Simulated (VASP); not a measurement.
# BN in VASP: further runs, part 2 of 2

VASP 6.6.1. Earlier steps stand in the parts before.

### 6 Single point, PBE

INCAR

```
PREC = Accurate
ENCUT = 900
EDIFF = 1E-7
ISMEAR = 0
SIGMA = 0.05
LREAL = False
LASPH = True
NELM = 100
ALGO = Normal
ISIF = 2
LWAVE = False
LCHARG = False
GGA = PE
ADDGRID = False
```

KPOINTS

```
regular mesh
0
Gamma
  6 6 6
```

POSCAR

```
BN
1.0
    0.0000000000      3.4953158300      2.1660912400
    1.2516321000      0.0000000000      2.1660912400
    1.2516321000      3.4953158300      0.0000000000
N B
1 1
Direct
    0.6643870000      0.6373240000      0.3259630000
   -0.0156690000     -0.0240960000      1.0349220000
```

Potentials or basis: VASP PAW PBE potentials, release 64 (N_s, B_s).

Command:

```sh
$ cat potpaw_PBE.64/N_s/POTCAR potpaw_PBE.64/B_s/POTCAR > POTCAR
$ mpirun -np 1 vasp_std > vasp.out
```

OUTCAR:

```text
PREC = Accurate
   ENCUT = 900
   EDIFF = 1E-7
   ISMEAR = 0
   LREAL = False
   LASPH = True
   NELM = 100
   ISIF = 2
   GGA = PE

 Found    112 irreducible k-points:

 Following reciprocal coordinates:
            Coordinates               Weight
  0.000000  0.000000  0.000000      1.000000
  0.166667  0.000000 -0.000000      2.000000
 -0.166667 -0.166667 -0.166667      2.000000
  0.000000  0.166667  0.000000      2.000000
 -0.000000  0.000000  0.166667      2.000000
  0.333333  0.000000  0.000000      2.000000
   k-points           NKPTS =    112   k-points in BZ     NKDIM =    112   number of bands    NBANDS=      8
   number of dos      NEDOS =    301   number of ions     NIONS =      2
   total plane-waves  NPLWV =  34560
   dimension x,y,z NGX =    40 NGY =   24 NGZ =   36
   dimension x,y,z NGXF=    80 NGYF=   48 NGZF=   72
   ions per type =               1   1
   NGX,Y,Z   is equivalent  to a cutoff of  16.17, 15.95, 16.12 a.u.
   NGXF,Y,Z  is equivalent  to a cutoff of  32.34, 31.90, 32.24 a.u.
 SYSTEM =  unknown system
   PREC   = accura    normal or accurate (medium, high low for compatibility)
   ISTART =      0    job   : 0-new  1-cont  2-samecut
   ICHARG =      2    charge: 1-file 2-atom 10-const
   ISPIN  =      1    spin polarized calculation?
   LNONCOLLINEAR =      F non collinear calculations
   LSORBIT =      F    spin-orbit coupling
   LASPH  =      T    aspherical Exc in radial PAW
   ENCUT  =  900.0 eV  66.15 Ry    8.13 a.u.  10.06  6.12  9.08*2*pi/ulx,y,z
   NELM   =    100;   NELMIN=  2; NELMDL= -5     # of ELM steps
   EDIFF  = 0.1E-06   stopping-criterion for ELM
   LREAL  =      F    real-space projection
   EDIFFG = 0.1E-05   stopping-criterion for IOM
   NSW    =      0    number of steps for IOM
   IBRION =     -1    ionic relax: 0-MD 1-quasi-New 2-CG
   NFREE  =      0    steps in history (QN), initial steepest desc. (CG)
   ISIF   =      2    stress and relaxation
   ISYM   =      2    0-nonsym 1-usesym 2-fastsym
   POTIM  = 0.5000    time-step for ionic-motion
   TEBEG  =    0.0;   TEEND  =   0.0 temperature during run
   PSTRESS=    0.0 pullay stress
   NELECT =       8.0000    total number of electrons
   NUPDOWN=      -1.0000    fix difference up-down
   EMIN   =  10.00;   EMAX   =-10.00  energy-range for DOS
   EFERMI =   0.00;   METHOD = LEGACY
   ISMEAR =     0;   SIGMA  =   0.05  broadening in eV -4-tet -1-fermi 0-gaus
   EFERMI_NEDOS =   21; number of points for ismear=-14 and -15
   IALGO  =     38    algorithm
   IMIX   =      4    mixing-type and parameters
     AMIX     =   0.40;   BMIX     =  1.00
     AMIX_MAG =   1.60;   BMIX_MAG =  1.00
  volume/ion in A,a.u.               =       9.48        63.95
  Fermi-wavevector in a.u.,A,eV,Ry     =   1.228047  2.320672 20.518928  1.508099
  Thomas-Fermi vector in A             =   2.362987
   LORBIT       =      0    0 simple, 1 ext, 2 COOP (PROOUT), +10 PAW based schemes
   GGA     = PE    functional components
   LHFCALC =     F    Hartree Fock is set to
   AEXX    =    0.0000 exact exchange contribution
   IVDW    =     0    specifies the selected vdW correction
   LEPSILON=     F    determine dielectric tensor
   LRPA    =     F    only Hartree local field effects (RPA)
 non-spin polarized calculation
 Gauss-broadening in eV      SIGMA  =   0.05
  energy-cutoff  :      900.00
  volume of cell :       18.95
 maximum number of plane-waves:      1182
   NGX = 21   NGY = 13   NGZ = 19

 number of electron       8.0000000 magnetization

 Free energy of the ion-electron system (eV)
  ---------------------------------------------------
  ext. energy  EPLUGINS =         0.00000000
  ---------------------------------------------------
  free energy    TOTEN  =       -17.41944671 eV

  energy without entropy =      -17.41944671  energy(sigma->0) =      -17.41944671

 E-fermi :   3.3349     XC(G=0):  -9.7081

 val. band max:        3.1037663803   @ k =   0.5000  -0.3333   0.1667
 cond. band min:       6.8180289198   @ k =   0.0000   0.5000   0.5000
 fundamental gap:      3.7142625395
 Fermi energy:         3.3348970956

 k-point     1 :       0.0000    0.0000    0.0000
  band No.  band energies     occupation
      1     -14.7146      2.00000
      2      -1.3140      2.00000
      3       1.0768      2.00000
      4       2.5141      2.00000
      5       7.8413      0.00000
      6      13.7535      0.00000
      7      15.6481      0.00000
      8      16.2079      0.00000

 k-point     2 :       0.1667    0.0000   -0.0000
  band No.  band energies     occupation
      1     -14.1579      2.00000
      2      -0.8025      2.00000
      3       0.1655      2.00000
      4       0.4359      2.00000
      5       8.9840      0.00000
      6      13.8806      0.00000
      7      14.7625      0.00000
      8      17.6870      0.00000

 k-point     3 :      -0.1667   -0.1667   -0.1667
  band No.  band energies     occupation
      1     -14.1757      2.00000
      2      -0.8291      2.00000
      3      -0.5735      2.00000
      4       1.3984      2.00000
      5       8.9382      0.00000
      6      14.1144      0.00000
      7      14.7802      0.00000
      8      16.6426      0.00000

 k-point     4 :       0.0000    0.1667    0.0000
  band No.  band energies     occupation
      1     -14.1757      2.00000
      2      -0.8407      2.00000
      3      -0.5586      2.00000
      4       1.3973      2.00000
      5       8.9246      0.00000
      6      14.2170      0.00000
      7      14.6751      0.00000
      8      16.6383      0.00000

 k-point     5 :      -0.0000    0.0000    0.1667
  band No.  band energies     occupation
      1     -14.1578      2.00000
      2      -0.8107      2.00000
      3       0.1751      2.00000
      4       0.4413      2.00000
      5       8.9453      0.00000
      6      13.9024      0.00000
      7      14.7579      0.00000
      8      17.6880      0.00000

 k-point     6 :       0.3333    0.0000    0.0000
  band No.  band energies     occupation
      1     -12.6603      2.00000
      2      -3.5618      2.00000
      3      -0.8870      2.00000
      4       0.6525      2.00000
      5      10.2911      0.00000
      6      12.0910      0.00000
      7      14.4791      0.00000
      8      20.6670      0.00000

 [... further k-points ...]
[... 5 lines left out ...]
  --------------------------------------------------------------------------------------
  -------------------------------------------------------------------------------------
  Total        0.6895898      0.0553557      1.0571251     -0.2390411      0.0398290      0.7746783
  in kB       58.2950327      4.6795378     89.3649274    -20.2075318      3.3669778     65.4880582
  external PRESSURE =      50.7798326 kB  Pullay stress =       0.0000000 kB

 VOLUME and BASIS-vectors are now :
 -----------------------------------------------------------------------------
  energy-cutoff  :      900.00
  volume of cell :       18.95
      direct lattice vectors                 reciprocal lattice vectors
     0.000000000  3.495315830  2.166091240    -0.399478409  0.143048590  0.230830535
     1.251632100  0.000000000  2.166091240     0.399478409 -0.143048590  0.230830535
     1.251632100  3.495315830  0.000000000     0.399478409  0.143048590 -0.230830535

 POSITION                                       TOTAL-FORCE (eV/Angst)
 -----------------------------------------------------------------------------------
      1.20568      3.46159      2.81962         2.367069      1.284412     -0.544477
      1.26518      3.56261      4.24605        -2.367069     -1.284412      0.544477
 -----------------------------------------------------------------------------------
    total drift:                                0.000022     -0.000001      0.000010

  FREE ENERGIE OF THE ION-ELECTRON SYSTEM (eV)
  ---------------------------------------------------
  free  energy   TOTEN  =       -17.4194467142 eV

  energy  without entropy=      -17.4194467142  energy(sigma->0) =      -17.41944671
```

stdout:

```text
POSCAR found type information on POSCAR N B
 POSCAR found :  2 types and       2 ions
 scaLAPACK will be used
 LDA part: xc-table for (Slater+PW92), standard interpolation
 POSCAR, INCAR and KPOINTS ok, starting setup
 FFT: planning ... GRIDC
 FFT: planning ... GRID_SOFT
 FFT: planning ... GRID
 WAVECAR not read
 entering main loop
```

It took 22 s on 1 thread of Intel Xeon 6975P-C (Granite Rapids), shared host; peak memory 0.19 GiB.

The run converged, but some of its settings lie outside the range that counts as converged, so its numbers aren't taken as properties of the crystal.

Results:

```
Free energy            : -17.4194 eV
Pressure               : 5.1 GPa
Largest force          : 2.748 eV/Å
Band gap on the k mesh : 3.71 eV, indirect (least direct gap 4.54 eV)
```

Caveat: the k mesh is coarse (spacing up to 0.51 Å⁻¹), so the values aren't converged.
